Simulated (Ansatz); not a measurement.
# Al2Cu: the cost of one run

Program: Ansatz 0.2.0. Level of theory: DFT PBEsol, scalar-relativistic, plane waves, PAW. These are calculated values, not measurements.

### 1 Starting point

Symmetry: P4/mmm, No. 123, tetragonal system. The conventional cell has a = 4.084 Å, b = 4.084 Å, c = 2.846 Å, α = 90.00°, β = 90.00°, γ = 90.00°. Around Al (site symmetry mmm) lie 4 Cu at 2.49 Å and 6 Al at 2.85 to 2.89 Å. Cu (site symmetry 4/mmm) has 8 Al at 2.49 Å and 2 Cu at 2.85 Å in its first shell of neighbours.

Structure file:

```xyz
3
Lattice="4.0842 0.0000 0.0000 0.0000 4.0842 0.0000 0.0000 0.0000 2.8459" Properties=species:S:1:pos:R:3 pbc="T T T"
Al    2.0421    0.0000    1.4229
Al    0.0000    2.0421    1.4229
Cu    0.0000    0.0000    0.0000
```

It goes back to an entry of the Materials Project, which need not be the stable form.

It is the result of an earlier relaxation at this level (volume 15.82 Å³/atom; gap on the mesh: none (metal)).

### 2 Plan of the line

The energy is mapped over a normal mode and a strain (zone-centre modes of the cell shown) (x along [1 0 0], y along [0 1 0], z along [0 0 1] of the conventional cell).

- amplitude of mode 4 (149 cm⁻¹), largest displacement in the unstrained cell: 7 values from −0.445 to 0.445 Å
- strain +e along z and -e/2 along x and y: 7 values from −7.00 to 7.00 %

Nothing else is relaxed (the pattern is fixed in fractional coordinates). Energies count from the relaxed high-symmetry cell. Points are written as (first, second).

The modes come from a phonon run on the reference cell, made beforehand.

Displacement patterns for an amplitude of 1 (Å):

```
atom      x1     y1     z1
 Al1  -0.069  0.000  0.000
 Al2   1.000  0.000  0.000
 Cu3  -0.396  0.000  0.000
```

### 3 The run at (−0.297 Å, −7.00 %)

input.yaml

```yaml
crystal:
  lattice:
    - [4.2271551709, 0.0, 0.0]
    - [0.0, 4.2271551709, 0.0]
    - [0.0, 0.0, 2.6466817742]
  atoms:
    - { symbol: Al, position: [0.5049764728, 0.0, 0.5] }
    - { symbol: Al, position: [-0.0726456654, 0.5, 0.5] }
    - { symbol: Cu, position: [0.02873224, 0.0, 0.0] }
basis:
  ecutwfc: 520.0
kpoints:
  mp_grid: { grid: [10, 10, 14] }
hamiltonian:
  xc: pbesol
  pseudopotentials: { kind: paw, azcp: { folder: soft_1 } }
scf:
  occupations: { method: gaussian, width: 0.15 }
output:
  forces: true
  stress: true
  eigenvalues: true
```

Started as:

```sh
ansatz run input.yaml --threads 2 --pin off --max-ram 4096MiB --backend cpu --events-out ev --progress --plain --runs-dir out
```

What time and memory should one allow on 2 threads of Arm Neoverse N1, shared host?

About 31 s, with a peak of 0.58 GiB.
